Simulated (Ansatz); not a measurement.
# AlN (F-43m) in Ansatz: further runs

The runs below take AlN through band structure, single point, equation of state, with HF.

Program: Ansatz 0.2.0. These are calculated values, not measurements. Logs are shortened: lines on timing, memory, paths and dates and some standing lists are left out, and cuts for length are marked.

## (1) The crystal as given

It takes space group F-43m (No. 216, cubic). Conventional cell: a = 4.368 Å, b = 4.368 Å, c = 4.368 Å, α = 90.00°, β = 90.00°, γ = 90.00°. Al (site symmetry -43m) is surrounded by 4 N at 1.89 Å. Around N (site symmetry -43m) lie 4 Al at 1.89 Å.

Measurements of this composition are mostly on another form, of space group No. 186.

## (2) Band structure, HF

The input, input.yaml:

```yaml
crystal:
  lattice:
    - [0.0, 2.1839935596, 2.1839935596]
    - [2.1839935596, 0.0, 2.1839935596]
    - [2.1839935596, 2.1839935596, 0.0]
  atoms:
    - { symbol: Al, position: [0.0, 0.0, 0.0] }
    - { symbol: "N", position: [0.25, 0.25, 0.25] }
hamiltonian:
  xc: hf
  pseudopotentials: { kind: paw }
kpoints:
  mp_grid: { grid: [6, 6, 6] }
  band_path:
    path:
      - [[0.0, 0.0, 0.0], [0.5, 0.0, 0.5], [0.5, 0.25, 0.75], [0.375, 0.375, 0.75], [0.0, 0.0, 0.0], [0.5, 0.5, 0.5], [0.625, 0.25, 0.625], [0.5, 0.25, 0.75], [0.5, 0.5, 0.5], [0.375, 0.375, 0.75]]
      - [[0.625, 0.25, 0.625], [0.5, 0.0, 0.5]]
    npoints: 4
scf:
  occupations: { method: fermi_dirac, width: 0.05 }
  n_extra_bands: 6
output:
  forces: true
  stress: true
  eigenvalues: true
  fatbands: false
```

Potentials or basis: Ansatz PAW.

The run is started by

```bash
> ansatz run input.yaml --threads 2 --pin off --max-ram 5632MiB --backend cpu --events-out ev --progress --plain --runs-dir out
```

Standard output:

```text
Warning: output.stress: scf.convergence.dr2_threshold = 1e-7 eV (the SCF's general default) is looser than the 2e-10 eV advised for a printed stress (1e-10 eV for each atom of the cell: 2). What an SCF threshold leaves in a stress goes as its square root, and in the free energy as the threshold itself, and one threshold admits the most on a small cell: of the crystals measured, under no hybrid functional and no lock of the moments, on runs that ended without the residual-converged pass, on stresses that held no estimate of that error, the worst erred by over 100 MPa in a component at 1e-7 eV an atom and by under 5 at 1e-10. Set scf.convergence.dr2_threshold to 2e-10 eV or tighter. The threshold is an SCF's pass mark: one that does not reach it within its budget of iterations ends unconverged, or closes short of it on a stop that the run arms, and scf.convergence.dr2_threshold's page says what that costs each kind of run
Warning: output.stress: scf.exx.energy_threshold = 1e-6 eV is looser than the 2e-8 eV advised for a stress under a hybrid functional (1e-8 eV for each atom of the cell: 2). Every SCF of the exchange loop can meet its threshold on dr2 while the loop round them stops early: no threshold on dr2 bounds what that leaves in the stress. Set scf.exx.energy_threshold to 2e-8 eV or tighter. The threshold is the loop's pass mark: a loop that does not reach it within its budget of cycles ends unconverged, and scf.exx.energy_threshold's page has the law
Warning: RAYON_NUM_THREADS=2 ignored (pool sized by the plan → 2); use --threads N
scf.n_extra_bands = 6 over 4 filled bands (N_el = 8.0): the run solves 10 bands
Engine: ansatz 0.2.0, x86_64-unknown-linux-gnu
Pseudopotentials: kind: paw
Pseudopotential: Al, paw, valence charge 3, recommended cutoff 420 eV (normal), Al.paw.azcp
Pseudopotential: N, paw, valence charge 5, recommended cutoff 420 eV (normal), N.paw.azcp
Functional definition: HF
  exchange = exact_x
  correlation = 0
Crystal: 2 atoms, lattice volume = 20.835 Å³
Basis set: ecut = 420 eV, 411 PW (Γ)
Bands: 10, of which v1, the nominal top of the filled ones, is band 4 counted from 1 (3 counted from 0)
Symmetry: 24 space group operations
Space group: F-43m (ITA 216), of the structure as read, at distance tolerance 2.8e-5 Å
k-points: 16 of 216 (time reversal used)
Non-local potential: Al, projectors of the file, l = 0: 2, l = 1: 2, l = 2: 1
Non-local potential: N, projectors of the file, l = 0: 2, l = 1: 2, l = 2: 1
PAW form: soft (Blöchl's): semilocal exchange-correlation on the pseudo side does not see the compensation charge
PAW frozen core: Al, regenerated for the run's functional, and the local potential with it (the file was generated under x = pbe(κ = 0.804, μ = 0.2195149727645171), c = pbe(β = 0.06672455060314922))
PAW frozen core: N, regenerated for the run's functional, and the local potential with it (the file was generated under x = pbe(κ = 0.804, μ = 0.2195149727645171), c = pbe(β = 0.06672455060314922))
PAW one-centre angular grid: Al, 110 points (default); XC on 64 Gauss nodes
PAW one-centre angular grid: N, 110 points (default); XC on 64 Gauss nodes
Initial density: superposition of atomic densities (neutral atoms: chi_scale 0, normalization atom), corrected by the library's trained network
Initial wavefunctions: pseudopotential atomic-orbital guess
Functional: x = pbe(κ = 0.804, μ = 0.2195149727645171), c = none, warm-up for x = 0 pbe(κ = 0.804, μ = 0.2195149727645171) + 1 exact, c = none
SCF iter   1: F=—  HF=-903.816679 eV  |F-HF|=—  |Δ(HF+E_count)|=         —  Δρ=1.51e-2  dr2=4.87e-2  ethr=1.77e-3  ⟨swp⟩=8.3  Hψ=812  notcnv=0
preconditioner: auto → none  [insulator: Δε(μ)=3.860 eV  Ē_g=18.112 eV  σ=0.050 eV  W_gap=1.00  n_scr=0 (ndim 8)  ℏωp=23.0 eV  f_vac=0.000  D(μ)=0.00/eV (n_scr^D=0)]
SCF iter   2: F=—  HF=-903.804057 eV  |F-HF|=—  |Δ(HF+E_count)|=   1.26e-2  Δρ=4.71e-3  dr2=5.53e-3  ethr=6.08e-4  ⟨swp⟩=2.2  Hψ=324  notcnv=0  defer=1
iter 3 solved again at ethr=4.75e-7 eV; its pass at ethr=6.91e-5 eV (dr2=3.80e-5 eV) is discarded
SCF iter   3: F=-903.803068 eV  HF=-903.803025 eV  |F-HF|=4.31e-5  |Δ(HF+E_count)|=   1.03e-3  Δρ=6.25e-4  dr2=3.83e-5  ethr=4.75e-7  ⟨swp⟩=3.2  Hψ=625  notcnv=0
SCF 1 stopped early in 3 iterations: F = -903.803068 eV  dr2 = 3.83e-5
Initial density: handed on by an earlier stage of this run
Initial wavefunctions: those handed on with the density
Functional: x = 0 pbe(κ = 0.804, μ = 0.2195149727645171) + 1 exact, c = none
Frozen-core exchange: fock
SCF iter   1: F=—  HF=-906.864962 eV  |F-HF|=—  |Δ(HF+E_count)|=         —  Δρ=1.98e-2  dr2=3.67e-2  ethr=4.79e-6  ⟨swp⟩=6.1  Hψ=831  notcnv=0
preconditioner: auto → none  [insulator: Δε(μ)=11.551 eV  Ē_g=30.145 eV  σ=0.050 eV  W_gap=1.00  n_scr=0 (ndim 8)  ℏωp=23.0 eV  f_vac=0.000  D(μ)=0.00/eV (n_scr^D=0)]
SCF iter   2: F=—  HF=-906.838316 eV  |F-HF|=—  |Δ(HF+E_count)|=   2.66e-2  Δρ=8.12e-3  dr2=4.13e-2  ethr=4.79e-6  ⟨swp⟩=4.0  Hψ=472  notcnv=0
SCF iter   3: F=—  HF=-906.948879 eV  |F-HF|=—  |Δ(HF+E_count)|=   1.11e-1  Δρ=5.02e-3  dr2=8.17e-3  ethr=4.79e-6  ⟨swp⟩=4.0  Hψ=542  notcnv=0
SCF iter   4: F=—  HF=-906.956550 eV  |F-HF|=—  |Δ(HF+E_count)|=   7.67e-3  Δρ=1.94e-3  dr2=1.52e-3  ethr=4.79e-6  ⟨swp⟩=4.0  Hψ=392  notcnv=0
SCF iter   5: F=-906.956608 eV  HF=-906.956711 eV  |F-HF|=1.03e-4  |Δ(HF+E_count)|=   1.61e-4  Δρ=7.90e-4  dr2=1.34e-4  ethr=4.79e-6  ⟨swp⟩=3.2  Hψ=334  notcnv=0
SCF 2 stopped early in 5 iterations: F = -906.956608 eV  dr2 = 1.34e-4
hybrid outer 1: dexx = +1.840e-1 eV, tail = 1.03e-3 eV
Frozen-core exchange: fock
SCF iter   1: F=—  HF=-906.957796 eV  |F-HF|=—  |Δ(HF+E_count)|=         —  Δρ=4.34e-4  dr2=5.34e-5  ethr=6.42e-5  ⟨swp⟩=2.9  Hψ=344  notcnv=0
preconditioner: auto → none  [insulator: Δε(μ)=12.074 eV  Ē_g=30.233 eV  σ=0.050 eV  W_gap=1.00  n_scr=0 (ndim 8)  ℏωp=23.0 eV  f_vac=0.000  D(μ)=0.00/eV (n_scr^D=0)]
SCF iter   2: F=—  HF=-906.957882 eV  |F-HF|=—  |Δ(HF+E_count)|=   8.59e-5  Δρ=4.16e-4  dr2=4.05e-5  ethr=1.72e-7  ⟨swp⟩=4.0  Hψ=314  notcnv=0  defer=1
SCF iter   3: F=—  HF=-906.957872 eV  |F-HF|=—  |Δ(HF+E_count)|=   9.88e-6  Δρ=6.87e-5  dr2=1.35e-6  ethr=1.72e-7  ⟨swp⟩=3.1  Hψ=292  notcnv=0  defer=1
SCF iter   4: F=—  HF=-906.957873 eV  |F-HF|=—  |Δ(HF+E_count)|=   1.07e-6  Δρ=5.47e-5  dr2=4.46e-7  ethr=5.71e-9  ⟨swp⟩=4.0  Hψ=402  notcnv=0  defer=1
SCF iter   5: F=—  HF=-906.957873 eV  |F-HF|=—  |Δ(HF+E_count)|=   1.42e-7  Δρ=1.39e-5  dr2=3.84e-8  ethr=4.32e-9  ⟨swp⟩=3.1  Hψ=257  notcnv=0  defer=2
SCF iter   6: F=-906.957873 eV  HF=-906.957873 eV  |F-HF|=1.30e-9  |Δ(HF+E_count)|=   1.21e-8  Δρ=2.96e-6  dr2=1.56e-9  ethr=3.60e-10  ⟨swp⟩=3.4  Hψ=337  notcnv=0  defer=6
SCF 3 converged in 6 iterations: F = -906.957873 eV  dr2 = 1.56e-9
  Residual-converged pass: ⟨swp⟩=3.0  Hψ=282  notcnv=0  max |occ|·‖R‖ = 2.4e-6 eV (tolerance 2.4e-6 eV)  dr2=1.72e-9  dr2_onsite=9.94e-11  max |Δocc| = 0.0e0
hybrid outer 2: dexx = +1.317e-4 eV, tail = 4.15e-6 eV, Δε = 3.07e-2 eV (about 2.13e-3 eV left of the loop's levels)
Frozen-core exchange: fock
SCF iter   1: F=—  HF=-906.957894 eV  |F-HF|=—  |Δ(HF+E_count)|=         —  Δρ=7.49e-5  dr2=6.03e-7  ethr=2.60e-7  ⟨swp⟩=3.9  Hψ=374  notcnv=0
preconditioner: auto → none  [insulator: Δε(μ)=12.065 eV  Ē_g=30.232 eV  σ=0.050 eV  W_gap=1.00  n_scr=0 (ndim 8)  ℏωp=23.0 eV  f_vac=0.000  D(μ)=0.00/eV (n_scr^D=0)]
SCF iter   2: F=—  HF=-906.957894 eV  |F-HF|=—  |Δ(HF+E_count)|=   3.66e-8  Δρ=3.88e-5  dr2=1.29e-7  ethr=6.66e-9  ⟨swp⟩=3.4  Hψ=270  notcnv=0  defer=2
SCF iter   3: F=—  HF=-906.957894 eV  |F-HF|=—  |Δ(HF+E_count)|=   5.55e-9  Δρ=1.88e-5  dr2=1.01e-7  ethr=1.53e-9  ⟨swp⟩=3.3  Hψ=285  notcnv=0  defer=2
SCF iter   4: F=-906.957894 eV  HF=-906.957894 eV  |F-HF|=1.51e-10  |Δ(HF+E_count)|=   3.86e-8  Δρ=1.74e-6  dr2=8.34e-10  ethr=9.03e-10  ⟨swp⟩=2.8  Hψ=245  notcnv=0  defer=3
SCF 4 converged in 4 iterations: F = -906.957894 eV  dr2 = 8.34e-10
  Residual-converged pass: ⟨swp⟩=3.0  Hψ=281  notcnv=0  max |occ|·‖R‖ = 2.3e-6 eV (tolerance 2.4e-6 eV)  dr2=8.92e-10  dr2_onsite=1.05e-10  max |Δocc| = 0.0e0
hybrid outer 3: dexx = +3.964e-7 eV, tail = 2.92e-8 eV, Δε = 4.38e-4 eV (about 4.49e-5 eV left of the loop's levels), ΔF = 3.70e-17 eV/Å (tail 4.32e-17)
NSCF: frozen V_eff on 42 k-points
hybrid SCF converged: 3 outer / 15 inner (+3 warm-up), last move |dexx| = 3.96e-7 eV, tail = 2.92e-8 eV
Stability not checked: this state was not tested for a lower state beside it, because the functional holds exact exchange (a hybrid, or Hartree-Fock), whose exchange loop this test does not read (fock_operator; see scf.lower_state_search)
Free energy (F): -906.957894 eV
Frozen-core exchange: fock
Harris-Foulkes:  -906.957894 eV  (|F-HF|=1.51e-10)
Internal energy: -906.957894 eV  (E = F + TS)
E sigma→0 (E₀):  -906.957894 eV
Fermi energy:    8.906195 eV
--- Per-component energies (eV) ---
  E_band       = -31.787635
  E_kinetic    = 162.450630
  E_local      = -223.576120  (includes V_loc(G=0)·N_el)
  E_nonlocal   = 51.508917
  E_hartree    = 79.704339
  E_xc         = 0.000000
  E_vxc        = 0.000000  (∫ρ·V_xc dr)
  E_exx        = -86.157767  (= α·E_x^exact, valence–valence)
  E_paw        = -594.077215  (= ΣΔE_a)
  E_vpaw       = -9.263584  (= ΣTr[D̂ρ^β])
  E_aug_tail   = 0.000095  (compensation charges beyond the density's cutoff)
  E_ewald      = -296.603555
  E_core_change = -0.207194  (= ΣΔE_core)
  E_smearing   = -0.000000  (= −TS)
  E_closure    = -0.000024  (closes the sum)
  Σ components = -906.957894   (vs F -906.957894, Δ=-1.14e-13)
--- Forces (eV/Å), atoms counted from 1 ---
  atom   1  Al     0.00000000    -0.00000000    -0.00000000
  atom   2  N     -0.00000000     0.00000000     0.00000000
  max |Σ_I F_I| component: 1.99e-16 eV/Å
--- Stress (GPa, compression-positive) ---
       -1.169577       0.000000      -0.000000
        0.000000      -1.169577       0.000000
       -0.000000       0.000000      -1.169577
  P = ⅓ Tr σ = -1.1696 GPa (-11.696 kbar)
--- Band table (eV; the first three rows and the last of 16) ---
  k-point 0: bands = ["-17.7532", "2.8674", "2.8674", "2.8674", "16.4054", "25.8486", "25.8486", "25.8486", "31.1808", "31.1808"]
  k-point 1: bands = ["-17.2616", "0.6764", "2.6907", "2.6907", "18.0156", "24.9301", "26.0720", "26.0720", "29.1924", "29.1924"]
  k-point 2: bands = ["-16.0648", "-2.8790", "2.3664", "2.3664", "19.6646", "23.8264", "24.7217", "24.7217", "31.1010", "31.3977"]
  k-point 15: bands = ["-14.4626", "-2.6696", "-0.7058", "-0.1389", "17.1480", "23.1437", "26.6913", "27.4365", "31.2340", "34.4468"]
```

It took 6.7 min on 2 threads of Intel Xeon at 2.50GHz (Skylake/Cascade Lake), shared host; peak memory 0.59 GiB.

Results:

- Free energy: -906.9579 eV
- Pressure: -1.2 GPa
- Band gap on the k mesh: 12.07 eV, indirect (least direct gap 13.54 eV)
- Band gap along the path: 12.07 eV, indirect (least direct gap 13.54 eV)

Levels at the corners of the path, in eV from the valence-band top:
| point | band 1 | band 2 | band 3 | band 4 | band 5 | band 6 | band 7 | band 8 |
| --- | --- | --- | --- | --- | --- | --- | --- | --- |
| Γ | -20.62 | 0.00 | 0.00 | 0.00 | 13.54 | 22.98 | 22.98 | 22.98 |
| X | -17.37 | -6.31 | -2.34 | -2.34 | 12.07 | 18.13 | 26.06 | 27.51 |
| W | -17.31 | -4.83 | -4.43 | -3.21 | 15.26 | 21.62 | 22.52 | 23.44 |
| K | -17.40 | -5.45 | -4.53 | -1.80 | 14.24 | 20.18 | 24.70 | 25.18 |
| Γ | -20.62 | 0.00 | 0.00 | 0.00 | 13.54 | 22.98 | 22.98 | 22.98 |
| L | -18.15 | -7.44 | -0.65 | -0.65 | 17.12 | 20.50 | 21.13 | 21.13 |
| U | -17.40 | -5.45 | -4.53 | -1.80 | 14.24 | 20.18 | 24.70 | 25.18 |
| W | -17.31 | -4.83 | -4.43 | -3.21 | 15.26 | 21.62 | 22.52 | 23.44 |
| L | -18.15 | -7.44 | -0.65 | -0.65 | 17.12 | 20.50 | 21.13 | 21.13 |
| K | -17.40 | -5.45 | -4.53 | -1.80 | 14.24 | 20.18 | 24.70 | 25.18 |
| U | -17.40 | -5.45 | -4.53 | -1.80 | 14.24 | 20.18 | 24.70 | 25.18 |
| X | -17.37 | -6.31 | -2.34 | -2.34 | 12.07 | 18.13 | 26.06 | 27.51 |

Caveat: the PAW data sets come from PBE, with cores solved anew for the run's functional, which leaves a small shift of forces and pressure; the thresholds are loose for stress.

[end of part 1 of 2]
